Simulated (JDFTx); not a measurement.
Crystal: TiAl.

```
CELL_PARAMETERS angstrom
3.17906 0.00000 0.00000
0.00000 3.17906 0.00000
0.00000 0.00000 3.17906
ATOMIC_POSITIONS crystal
Ti 0.00000 0.00000 0.00000
Al 0.50000 0.50000 0.50000
```

The cell comes from a database or a generator and needn't be the stable form of this composition.

```yaml
Program: JDFTx 1.7.0 (patched build)
Task: single point
Functional: PBE
Potentials_or_basis: PseudoDojo-SR-PBE-0.5-standard
Cutoff: 1143 eV
Density_cutoff: 4572 eV
k_mesh: 8 × 8 × 8
Occupations: fermi-dirac, width 0.05 eV
Spin: no spin polarisation
```

On this cell: pressure 1.1 GPa; largest force zero by symmetry; band gap on the k mesh none (metal or under the smearing width).

The same run follows on a disturbed copy (atoms moved at random, drawn with an rms of 0.05 Å):

```
Ti Al
1.0
     3.17906    0.00000    0.00000
     0.00000    3.17906    0.00000
     0.00000    0.00000    3.17906
Ti Al
1 1
Direct
  0.99886 0.00758 0.00170
  0.50931 0.50647 0.50062
```

Task: What changes?

Result: The energy (extrapolated to zero smearing) moves by +1.8 meV/atom; pressure 0.8 GPa; largest force 0.214 eV/Å; band gap on the k mesh none (metal or under the smearing width).

Forces in eV/Å, atoms in the order of the input:
```
Ti   0.212 -0.024 -0.022
Al  -0.211  0.023  0.022
```

Caveats: the empty levels aren't tightly converged; forces may be off by hundredths of an eV/Å (some runs).
